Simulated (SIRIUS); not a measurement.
# In (I4/mmm) in SIRIUS: a series of runs, part 2 of 2

SIRIUS 7.12.0. The steps go on from the part before.

### Step 5. Single point, PBE, 26.67 Å³/atom (volume scaled by 1.02)

sirius.json

```json
{
  "control": {
    "processing_unit": "cpu",
    "verbosity": 2,
    "num_bands_to_print": 13,
    "print_forces": true,
    "print_stress": true
  },
  "parameters": {
    "electronic_structure_method": "pseudopotential",
    "xc_functionals": ["XC_GGA_X_PBE", "XC_GGA_C_PBE"],
    "gk_cutoff": 8.4,
    "pw_cutoff": 16.8,
    "ngridk": [11, 11, 11],
    "shiftk": [0, 0, 0],
    "smearing": "fermi_dirac",
    "smearing_width": 0.0018374661,
    "num_bands": 13,
    "num_mag_dims": 0,
    "num_dft_iter": 100,
    "energy_tol": 1e-08,
    "density_tol": 1e-06
  },
  "iterative_solver": {
    "type": "davidson",
    "min_tolerance": 1e-10
  },
  "mixer": {
    "type": "anderson",
    "beta": 0.7,
    "max_history": 8
  },
  "settings": {
    "tol_ne": 1e-10
  },
  "unit_cell": {
    "lattice_vectors": [
      [-3.092036055196, 3.092036055196, 4.705574135271],
      [3.092036055196, -3.092036055196, 4.705574135271],
      [3.092036055196, 3.092036055196, -4.705574135271]
    ],
    "atom_coordinate_units": "lattice",
    "atom_types": ["In"],
    "atom_files": {
      "In": "In.json"
    },
    "atoms": {
      "In": [
        [0.0, 0.0, 0.0]
      ]
    }
  }
}
```

Started as:

```bash
upf_to_json In.upf
OMP_NUM_THREADS=1 sirius.scf --input=sirius.json --output=out.json --task=0
```

It took 34 s on 1 thread of Intel Xeon 6975P-C (Granite Rapids), shared host; peak memory 0.38 GiB.

The run converged. Its results:

| Property | Result |
| --- | --- |
| Free energy | -1808.2591 eV |
| Pressure | 1.1 GPa |
| Band gap on the k mesh | none (metal or under the smearing width) |

### Step 6. Single point, PBE, 27.19 Å³/atom (volume scaled by 1.04)

sirius.json: that of step 5 with these lines changed.

```diff
@@ -37,5 +37,5 @@
     "lattice_vectors": [
-      [-3.092036055196, 3.092036055196, 4.705574135271],
-      [3.092036055196, -3.092036055196, 4.705574135271],
-      [3.092036055196, 3.092036055196, -4.705574135271]
+      [-3.112114773971, 3.112114773971, 4.736130667689],
+      [3.112114773971, -3.112114773971, 4.736130667689],
+      [3.112114773971, 3.112114773971, -4.736130667689]
     ],
```

Potentials or basis: PseudoDojo 0.4.1 PBE standard (scalar relativistic).

Started as:

```bash
upf_to_json In.upf
OMP_NUM_THREADS=1 sirius.scf --input=sirius.json --output=out.json --task=0
```

Wall time 37 s (1 thread of Intel Xeon 6975P-C (Granite Rapids), shared host); peak memory 0.39 GiB.

It converged, with:

```yaml
Free_energy: -1808.2616 eV
Pressure: 0.4 GPa
Band_gap_on_the_k_mesh: none (metal or under the smearing width)
```

### Step 7. Single point, PBE, 27.71 Å³/atom (volume scaled by 1.06)

sirius.json: that of step 6 with these lines changed.

```diff
@@ -37,5 +37,5 @@
     "lattice_vectors": [
-      [-3.112114773971, 3.112114773971, 4.736130667689],
-      [3.112114773971, -3.112114773971, 4.736130667689],
-      [3.112114773971, 3.112114773971, -4.736130667689]
+      [-3.131937695639, 3.131937695639, 4.766297918416],
+      [3.131937695639, -3.131937695639, 4.766297918416],
+      [3.131937695639, 3.131937695639, -4.766297918416]
     ],
```

Started as:

```bash
upf_to_json In.upf
OMP_NUM_THREADS=1 sirius.scf --input=sirius.json --output=out.json --task=0
```

It took 35 s on 1 thread of Intel Xeon 6975P-C (Granite Rapids), shared host; peak memory 0.39 GiB.

It converged, with:

```
Free energy            : -1808.2617 eV
Pressure               : -0.3 GPa
Band gap on the k mesh : none (metal or under the smearing width)
```

### Step 8. Equation of state, PBE

This step only gathers the single runs of the series.

Results:

```
Equilibrium volume                        : 27.49 Å³/atom
Bulk modulus at fixed shape and positions : 35 GPa
Pressure derivative of the bulk modulus   : 5.3
```

Energy against volume, from the lowest point:
| volume (Å³/atom) | energy (meV/atom) |
| --- | --- |
| 24.575 | 42.23 |
| 25.098 | 27.13 |
| 25.621 | 15.77 |
| 26.144 | 7.74 |
| 26.666 | 2.64 |
| 27.189 | 0.15 |
| 27.712 | 0.00 |

Caveat: the cell was scaled at fixed shape and fractional positions, which overstates the stiffness of a crystal with free parameters, most of all of layers and chains.

### Step 9. Single point, PBEsol, 24.57 Å³/atom (volume scaled by 0.94)

sirius.json: that of step 7 with these lines changed.

```diff
@@ -10,3 +10,3 @@
     "electronic_structure_method": "pseudopotential",
-    "xc_functionals": ["XC_GGA_X_PBE", "XC_GGA_C_PBE"],
+    "xc_functionals": ["XC_GGA_X_PBE_SOL", "XC_GGA_C_PBE_SOL"],
     "gk_cutoff": 8.4,
@@ -33,3 +33,4 @@
   "settings": {
-    "tol_ne": 1e-10
+    "tol_ne": 1e-10,
+    "pseudo_grid_cutoff": 6.5
   },
@@ -37,6 +38,7 @@
     "lattice_vectors": [
-      [-3.131937695639, 3.131937695639, 4.766297918416],
-      [3.131937695639, -3.131937695639, 4.766297918416],
-      [3.131937695639, 3.131937695639, -4.766297918416]
+      [-0.481348840108, 0.481348840108, 0.732534359777],
+      [0.481348840108, -0.481348840108, 0.732534359777],
+      [0.481348840108, 0.481348840108, -0.732534359777]
     ],
+    "lattice_vectors_scale": 6.2511585435,
     "atom_coordinate_units": "lattice",
```

Potentials or basis: PseudoDojo 0.4.1 PBEsol standard (scalar relativistic).

Started as:

```bash
upf_to_json In.upf
OMP_NUM_THREADS=1 sirius.scf --input=sirius.json --output=out.json --task=0
```

Wall time 51 s (1 thread of Intel Xeon Platinum 8375C at 2.90GHz (Ice Lake), shared host); peak memory 0.35 GiB.

The run converged. Its results:

* Free energy: -1804.0477 eV
* Pressure: 2.0 GPa
* Band gap on the k mesh: none (metal or under the smearing width)

### Step 10. Single point, PBEsol, 25.10 Å³/atom (volume scaled by 0.96)

sirius.json: that of step 9 with these lines changed.

```diff
@@ -38,7 +38,7 @@
     "lattice_vectors": [
-      [-0.481348840108, 0.481348840108, 0.732534359777],
-      [0.481348840108, -0.481348840108, 0.732534359777],
-      [0.481348840108, 0.481348840108, -0.732534359777]
+      [-0.481348840114, 0.481348840114, 0.732534359769],
+      [0.481348840114, -0.481348840114, 0.732534359769],
+      [0.481348840114, 0.481348840114, -0.732534359769]
     ],
-    "lattice_vectors_scale": 6.2511585435,
+    "lattice_vectors_scale": 6.2951822373,
     "atom_coordinate_units": "lattice",
```

Started as:

```bash
upf_to_json In.upf
OMP_NUM_THREADS=1 sirius.scf --input=sirius.json --output=out.json --task=0
```

It took 49 s on 1 thread of Intel Xeon Platinum 8375C at 2.90GHz (Ice Lake), shared host; peak memory 0.35 GiB.

It converged, with:

| Property | Result |
| --- | --- |
| Free energy | -1804.0524 eV |
| Pressure | 0.9 GPa |
| Band gap on the k mesh | none (metal or under the smearing width) |

### Step 11. Single point, PBEsol, 25.62 Å³/atom (volume scaled by 0.98)

sirius.json: that of step 10 with these lines changed.

```diff
@@ -38,7 +38,7 @@
     "lattice_vectors": [
-      [-0.481348840114, 0.481348840114, 0.732534359769],
-      [0.481348840114, -0.481348840114, 0.732534359769],
-      [0.481348840114, 0.481348840114, -0.732534359769]
+      [-0.481348840121, 0.481348840121, 0.73253435976],
+      [0.481348840121, -0.481348840121, 0.73253435976],
+      [0.481348840121, 0.481348840121, -0.73253435976]
     ],
-    "lattice_vectors_scale": 6.2951822373,
+    "lattice_vectors_scale": 6.3385986592,
     "atom_coordinate_units": "lattice",
```

Started as:

```bash
upf_to_json In.upf
OMP_NUM_THREADS=1 sirius.scf --input=sirius.json --output=out.json --task=0
```

Run time: 50 s. Hardware: 1 thread of Intel Xeon Platinum 8375C at 2.90GHz (Ice Lake), shared host; peak memory 0.36 GiB.

The run converged. Its results:

* Free energy: -1804.0538 eV
* Pressure: -0.1 GPa
* Band gap on the k mesh: none (metal or under the smearing width)

### Step 12. Single point, PBEsol, 26.67 Å³/atom (volume scaled by 1.02)

sirius.json: that of step 11 with these lines changed.

```diff
@@ -38,7 +38,7 @@
     "lattice_vectors": [
-      [-0.481348840121, 0.481348840121, 0.73253435976],
-      [0.481348840121, -0.481348840121, 0.73253435976],
-      [0.481348840121, 0.481348840121, -0.73253435976]
+      [-0.481348840113, 0.481348840113, 0.73253435977],
+      [0.481348840113, -0.481348840113, 0.73253435977],
+      [0.481348840113, 0.481348840113, -0.73253435977]
     ],
-    "lattice_vectors_scale": 6.3385986592,
+    "lattice_vectors_scale": 6.423690674,
     "atom_coordinate_units": "lattice",
```

Potentials or basis: PseudoDojo 0.4.1 PBEsol standard (scalar relativistic).

Started as:

```bash
upf_to_json In.upf
OMP_NUM_THREADS=1 sirius.scf --input=sirius.json --output=out.json --task=0
```

It took 56 s on 1 thread of Intel Xeon Platinum 8375C at 2.90GHz (Ice Lake), shared host; peak memory 0.38 GiB.

Results (log left out):

- Free energy: -1804.0481 eV
- Pressure: -1.6 GPa
- Band gap on the k mesh: none (metal or under the smearing width)

### Step 13. Single point, PBEsol, 27.19 Å³/atom (volume scaled by 1.04)

sirius.json: that of step 12 with these lines changed.

```diff
@@ -38,7 +38,7 @@
     "lattice_vectors": [
-      [-0.481348840113, 0.481348840113, 0.73253435977],
-      [0.481348840113, -0.481348840113, 0.73253435977],
-      [0.481348840113, 0.481348840113, -0.73253435977]
+      [-0.481348840109, 0.481348840109, 0.732534359775],
+      [0.481348840109, -0.481348840109, 0.732534359775],
+      [0.481348840109, 0.481348840109, -0.732534359775]
     ],
-    "lattice_vectors_scale": 6.423690674,
+    "lattice_vectors_scale": 6.4654041199,
     "atom_coordinate_units": "lattice",
```

Started as:

```bash
upf_to_json In.upf
OMP_NUM_THREADS=1 sirius.scf --input=sirius.json --output=out.json --task=0
```

It took 57 s on 1 thread of Intel Xeon Platinum 8375C at 2.90GHz (Ice Lake), shared host; peak memory 0.39 GiB.

The run converged. Its results:

- Free energy: -1804.0417 eV
- Pressure: -2.3 GPa
- Band gap on the k mesh: none (metal or under the smearing width)

### Step 14. Single point, PBEsol, 27.71 Å³/atom (volume scaled by 1.06)

sirius.json: that of step 13 with these lines changed.

```diff
@@ -38,7 +38,7 @@
     "lattice_vectors": [
-      [-0.481348840109, 0.481348840109, 0.732534359775],
-      [0.481348840109, -0.481348840109, 0.732534359775],
-      [0.481348840109, 0.481348840109, -0.732534359775]
+      [-0.481348840119, 0.481348840119, 0.732534359762],
+      [0.481348840119, -0.481348840119, 0.732534359762],
+      [0.481348840119, 0.481348840119, -0.732534359762]
     ],
-    "lattice_vectors_scale": 6.4654041199,
+    "lattice_vectors_scale": 6.5065861483,
     "atom_coordinate_units": "lattice",
```

Started as:

```bash
upf_to_json In.upf
OMP_NUM_THREADS=1 sirius.scf --input=sirius.json --output=out.json --task=0
```

Run time: 55 s. Hardware: 1 thread of Intel Xeon Platinum 8375C at 2.90GHz (Ice Lake), shared host; peak memory 0.39 GiB.

The run converged. Its results:

```
Free energy            : -1804.0332 eV
Pressure               : -2.9 GPa
Band gap on the k mesh : none (metal or under the smearing width)
```

### Step 15. Equation of state, PBEsol

Potentials or basis: PseudoDojo 0.4.1 PBEsol standard (scalar relativistic).

No new run: the results of the series are fitted here.

What came out:

| Property | Result |
| --- | --- |
| Equilibrium volume | 25.59 Å³/atom |
| Bulk modulus at fixed shape and positions | 44 GPa |
| Pressure derivative of the bulk modulus | 5.2 |

Energy against volume, from the lowest point:
| volume (Å³/atom) | energy (meV/atom) |
| --- | --- |
| 24.575 | 6.11 |
| 25.098 | 1.38 |
| 25.621 | 0.00 |
| 26.144 | 1.56 |
| 26.666 | 5.71 |
| 27.189 | 12.15 |
| 27.712 | 20.60 |

Caveat: the cell was scaled at fixed shape and fractional positions, which overstates the stiffness of a crystal with free parameters, most of all of layers and chains.
